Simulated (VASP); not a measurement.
Here is a VASP 6.6.1 calculation.

INCAR

```
PREC = Accurate
ENCUT = 520
EDIFF = 1E-6
ISMEAR = -1
SIGMA = 0.05
LREAL = Auto
LASPH = True
NELM = 80
ALGO = Normal
ISIF = 2
LWAVE = False
LCHARG = False
GGA = PE
NBANDS = 30
```

Contents of KPOINTS:

```
regular mesh
0
Gamma
  4 4 3
```

File POSCAR:

```
Be16H
1.0
   -2.2900000000     -3.9663960000      0.0000000000
    3.4350000000     -1.9831980000      0.0000000000
    0.0000000000      0.0000000000      7.1768600000
Be H
16 1
Direct
    0.7501634698      0.5070717164     -0.0044065232
    0.4910864278      0.3370529606      0.2536070092
    0.7501993073      0.4936554334      0.5026340210
    0.4983186518      0.3337926383      0.7497136631
    0.4910485260     -0.0053085518     -0.0043541326
    0.2501176988      0.8281221340      0.2509214336
    0.4983173571     -0.0022670312      0.4995424183
    0.2501637961      0.8286128364      0.7468483431
    0.2501312758      0.5036356977     -0.0015189094
    0.0093806056      0.3371629074      0.2536564737
    0.2501923299      0.5029937221      0.5024794966
    0.0019728362      0.3336948457      0.7497229986
    0.0093099551     -0.0053514419     -0.0043786558
    0.7500876084      0.8241827142      0.2536737515
    0.0019284274     -0.0022034647      0.4995361481
    0.7501847122      0.8376704486      0.7465933570
    0.7503356468      0.1649763119      0.1243503426
```

Potentials or basis: VASP PAW PBE potentials, release 64 (Be, H).

The run is started by

```bash
$ cat potpaw_PBE.64/Be/POTCAR potpaw_PBE.64/H/POTCAR > POTCAR
$ mpirun -np 1 vasp_std > vasp.out
```

**Question.** Estimate the largest force.

**Answer.** 0.007 eV/Å.

**Question.** Predict the band gap on the k mesh.

**Answer.** None (metal or under the smearing width).

**Question.** Estimate the pressure.

**Answer.** -0.1 GPa.

Stress tensor (GPa, compression positive):
```
 0.67 -0.92 -0.44
-0.92 -0.39  0.26
-0.44  0.26 -0.61
```

Caveat: the k mesh is coarse (spacing up to 0.40 Å⁻¹), so the values aren't converged.
